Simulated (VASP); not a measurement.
## BaS: single point with r2SCAN

Crystal: BaS.

```
Ba S
1.0
     4.44219    0.00000    0.00000
    -2.22110    3.84705    0.00000
     0.00000    0.00000    8.06988
Ba S
2 2
Direct
  0.00000 0.00000 0.00000
  0.00000 0.00000 0.50000
  0.33333 0.66667 0.25000
  0.66667 0.33333 0.75000
```

The cell was built by a generator and needn't be a form met in nature.

The cell isn't the ideal one: uniaxial_z strain +3.6%.

```
Program                : VASP 6.6.1
Task                   : single point
Functional             : r2SCAN
Potentials or basis    : VASP PAW PBE potentials, release 64 (Ba_sv, S)
Cutoff                 : 520 eV
k mesh                 : 6 × 6 × 4
Occupations            : gaussian, width 0.01 eV
Spin                   : no spin polarisation
Dipole correction      : no
Further INCAR settings : ALGO = Normal; EDIFF = 1e-06; NBANDS = 24
```

```json
{
  "Pressure": "-1.0 GPa",
  "Band gap on the k mesh": "2.62 eV, direct"
}
```

Stress tensor (GPa, compression positive):
```
-0.20  0.00  0.00
 0.00 -0.20  0.00
 0.00  0.00 -2.59
```

Levels at points of the mesh, in eV from the valence-band top:
| k point | band 13 | band 14 | band 15 | band 16 | band 17 | band 18 | band 19 | band 20 |
| --- | --- | --- | --- | --- | --- | --- | --- | --- |
| (0.00, 0.00, 0.00) | -0.83 | -0.28 | 0.00 | 0.00 | 2.62 | 3.99 | 4.52 | 4.52 |
| (0.50, 0.00, 0.00) | -0.99 | -0.69 | -0.45 | -0.17 | 2.69 | 4.03 | 5.78 | 6.23 |
| (0.00, 0.00, 0.50) | -0.46 | -0.46 | -0.46 | -0.46 | 4.11 | 4.11 | 5.05 | 5.05 |
| (0.50, 0.00, 0.50) | -0.91 | -0.91 | -0.60 | -0.60 | 3.53 | 3.53 | 6.00 | 6.00 |

Run time: 4.4 min on 1 thread of Intel(R) Xeon(R) Platinum 8559C (Emerald Rapids), with other jobs on the host, peak memory 0.32 GiB.

Caveat: the PAW data sets were made with another functional, which shifts forces and pressure a little; spin-orbit coupling is left out, which moves the levels of the heavy elements. A k mesh can miss the band edges.
